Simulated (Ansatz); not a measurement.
Molecular dynamics of C

Input:

```yaml
accuracy: low
crystal:
  lattice:
    - [0.0, 3.736815, 3.736815]
    - [3.736815, 0.0, 3.736815]
    - [3.736815, 3.736815, 0.0]
  atoms:
    - { symbol: C, position: [0.0, 0.0, 0.0] }
    - { symbol: C, position: [0.125, 0.125, 0.125] }
    - { symbol: C, position: [0.0, 0.0, 0.5] }
    - { symbol: C, position: [0.125, 0.125, 0.625] }
    - { symbol: C, position: [0.0, 0.5, 0.0] }
    - { symbol: C, position: [0.125, 0.625, 0.125] }
    - { symbol: C, position: [0.0, 0.5, 0.5] }
    - { symbol: C, position: [0.125, 0.625, 0.625] }
    - { symbol: C, position: [0.5, 0.0, 0.0] }
    - { symbol: C, position: [0.625, 0.125, 0.125] }
    - { symbol: C, position: [0.5, 0.0, 0.5] }
    - { symbol: C, position: [0.625, 0.125, 0.625] }
    - { symbol: C, position: [0.5, 0.5, 0.0] }
    - { symbol: C, position: [0.625, 0.625, 0.125] }
    - { symbol: C, position: [0.5, 0.5, 0.5] }
    - { symbol: C, position: [0.625, 0.625, 0.625] }
basis:
  ecutwfc: 420.0
kpoints:
  mp_grid: { grid: [3, 3, 3] }
hamiltonian:
  xc: pbe
  dispersion: d3bj
scf:
  occupations: { method: fermi_dirac, width: 0.3 }
  lower_state_search: "off"
md:
  timestep: 1.12
  n_steps: 180
  ensemble: nvt_langevin
  temperature: 3500.0
  initial_velocities: maxwell_boltzmann
  seed: 85254
  friction: 0.02
```

Launched with:

```bash
$ ansatz run input.yaml --threads 1 --pin off --max-ram 3072MiB --backend cpu --events-out ev --progress --plain --runs-dir out
```

It starts from a structure without forces on its atoms.

Output, in part (warnings, step lines):

```
WARN: dispersion: an atom stands within reach of a switch of its C6 between two reference coordination numbers of its element: through that C6 alone, e_disp changes by 0.025 eV or more while the distances to its neighbours run over a stretch of 0.05 Å that contains this geometry (sites counted from …
md step     0: t =     0.00 fs  T =  3281.3 K  F+E_penalty+E_count = -4013.42983684 eV  E_kin = 6.786150 eV  (7 SCF iters)
[... lines left out ...]
```

The steps, from the saved trajectory:

```
time (fs)  T (K)  potential energy less start (eV)
      0.0   3281                             0.000
      6.7    937                             4.663
     13.4   1297                             4.420
     20.2   2047                             2.655
     26.9   1815                             3.416
     33.6   1835                             4.556
     40.3   2046                             3.877
     47.0   2817                             3.036
     53.8   2126                             4.751
     60.5   2220                             5.227
     67.2   2909                             4.470
     73.9   1425                             6.561
     80.6   2921                             4.295
     87.4   3358                             4.120
     94.1   1917                             7.821
    100.8   3850                             4.958
    107.5   2633                             7.685
    114.2   3368                             7.795
    121.0   4167                             5.272
    127.7   3557                             6.778
    134.4   3582                             6.718
    141.1   2925                             8.971
    147.8   2899                             7.851
    154.6   4124                             5.596
    161.3   3034                             7.386
    168.0   3786                             6.671
    174.7   3307                             7.313
    181.4   3684                             6.388
    188.2   2939                             6.797
    194.9   2537                             5.697
    201.6   3139                             4.787
```

All steps were run. A run of 0.2 ps of so small a system gives no equilibrium averages. Limits of this set-up: low accuracy level.

Mean squared displacements from the first frame to the last, about the centre of mass: C 0.02 Å².

Last frame:

```xyz
16
Lattice="0.0000 3.7368 3.7368 3.7368 0.0000 3.7368 3.7368 3.7368 0.0000" Properties=species:S:1:pos:R:3
C 0.374 -0.332 0.256
C 1.278 0.683 1.126
C 2.274 1.589 0.447
C 3.264 2.614 1.183
C 2.328 -0.186 2.095
C 3.281 0.620 3.062
C 4.096 1.546 2.086
C 5.003 2.667 3.091
C 0.308 1.534 2.095
C 1.274 2.492 3.004
C 2.207 3.729 2.164
C 3.127 4.578 2.939
C 2.417 1.497 3.895
C 3.158 2.489 4.858
C 4.120 3.526 3.924
C 5.117 4.540 4.962
```

The run took 8 min on 1 thread of Intel(R) Xeon(R) 6975P-C (Granite Rapids), with other jobs on the host, peak memory 0.45 GiB.
